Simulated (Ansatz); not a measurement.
## Hg (P6_3/mmc), axial (c/a) deformation path

Level of theory: DFT PBE+D3(BJ), scalar-relativistic, plane waves, PAW in Ansatz 0.2.0. Cutoff 420 eV, Γ-centred 18×18×10 k-points, Gaussian smearing of 0.15 eV. Spin–orbit coupling is left out, which can shift energies with elements as heavy as these. No spin polarisation. Energies are free energies at this smearing, counted from the undisturbed cell; pressure is positive in compression.

Zero of the scan (as given, not relaxed at this level; it stands at -1.1 GPa; this form isn't the usual structure):

```yaml
crystal:
  lattice:
    - [3.46181, 0.00000, 0.00000]
    - [-1.73090, 2.99802, 0.00000]
    - [0.00000, 0.00000, 5.48755]
  atoms:
    - { symbol: Hg, position: [0.66667, 0.33333, 0.75000] }
    - { symbol: Hg, position: [0.33333, 0.66667, 0.25000] }
```

At fixed volume and fractional coordinates, lengths along (0.000, 0.000, 1.000) are scaled against those across it; ρ is that ratio over its starting value. The cell is metallic on the mesh throughout.

**Question.** Over the sampled range (0.850 to 1.200), is the undisturbed cell the lowest point?

**Answer.** Yes, every other sampled point lies higher.

The scan:

```tsv
ρ	ΔE (meV/atom)
0.850	7.3
0.920	3.0
0.960	0.6
1.000	0.0
1.100	8.3
1.200	26.6
```

Cost: 6 runs of about 2.2 core-minutes in all, on Arm Neoverse N1 (shared hosts).